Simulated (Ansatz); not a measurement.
The system is Si.

```
CELL_PARAMETERS angstrom
2.62054 0.00000 0.00000
-1.31027 2.26946 0.00000
0.00000 0.00000 2.46635
ATOMIC_POSITIONS crystal
Si 0.00000 0.00000 0.00000
```

This isn't the form of Si at room conditions, which is diamond.

```yaml
Program: Ansatz 0.2.0
Task: relaxation of cell and atoms
Functional: LDA
Potentials_or_basis: Ansatz PAW
Cutoff: "420 eV (not typed: the program's choice for these potentials)"
k_mesh: 12 × 12 × 11
Occupations: fermi-dirac, width 0.05 eV
Spin: no spin polarisation
```

At the start: volume 14.67 Å³/atom.

Q: How do energy, volume and symmetry change on relaxing?

A: It ends after 5 steps and the volume is 14.52 Å³/atom (-1.0 %); space group P6/mmm (No. 191, to 0.05 Å).

Step by step:
```csv
step,energy change (eV),largest force (eV/Å),volume (Å³)
1,0.0000,0.0000,14.67
2,-0.0019,0.0000,14.56
3,-0.0021,0.0000,14.52
4,-0.0021,0.0000,14.52
5,-0.0020,0.0000,14.52
```

Final structure:
```cif
data_structure
_symmetry_space_group_name_H-M 'P 1'
_symmetry_Int_Tables_number 1
_cell_length_a 2.6014
_cell_length_b 2.6014
_cell_length_c 2.4779
_cell_angle_alpha 90.000
_cell_angle_beta 90.000
_cell_angle_gamma 120.000
_cell_volume 14.52
loop_
_atom_site_label
_atom_site_type_symbol
_atom_site_fract_x
_atom_site_fract_y
_atom_site_fract_z
_atom_site_occupancy
Si1 Si 0.00000 0.00000 0.00000 1
```

Caveat: the plane-wave basis is chosen anew once the cell has moved, so the energies of steps on either side of that aren't comparable; the PAW data sets come from PBE, with cores solved anew for the run's functional, which leaves a small shift of forces and pressure.
